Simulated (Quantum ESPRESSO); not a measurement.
Crystal: Se.

```xyz
3
Lattice="4.3662 0.0000 0.0000 -2.1831 3.7812 0.0000 0.0000 0.0000 4.9536" Properties=species:S:1:pos:R:3 pbc="T T T"
Se    1.6910    2.9289    0.0000
Se   -0.4921    0.8523    3.3024
Se    0.9841    0.0000    1.6512
```

Base run:

| Property | Result |
| --- | --- |
| Program | Quantum ESPRESSO 7.5 |
| Functional | LDA |
| Potentials or basis | GBRV 1.5 LDA |
| Cutoff | 612 eV |
| Density cutoff | 4898 eV |
| k mesh | 4 × 4 × 4 |
| Occupations | fermi-dirac, width 0.05 eV |
| Spin | no spin polarisation |

Its results: band gap on the k mesh 1.09 eV, indirect (least direct gap 1.57 eV); pressure -1.2 GPa; largest force 0.238 eV/Å; electronic dielectric tensor (diagonal) 9.44, 9.44, 15.78.

Problem. The run is repeated on the same cell with these changes: k mesh from 4 × 4 × 4 to 10 × 10 × 8. What comes out?

Solution. Band gap on the k mesh 1.03 eV, indirect (least direct gap 1.26 eV); pressure -1.2 GPa; largest force 0.238 eV/Å; electronic dielectric tensor (diagonal) 9.90, 9.90, 15.17.

Caveats: on a mesh that holds Γ this program's dielectric tensor can be off by some percent beyond the error of the mesh.

A k mesh can miss the band edges.
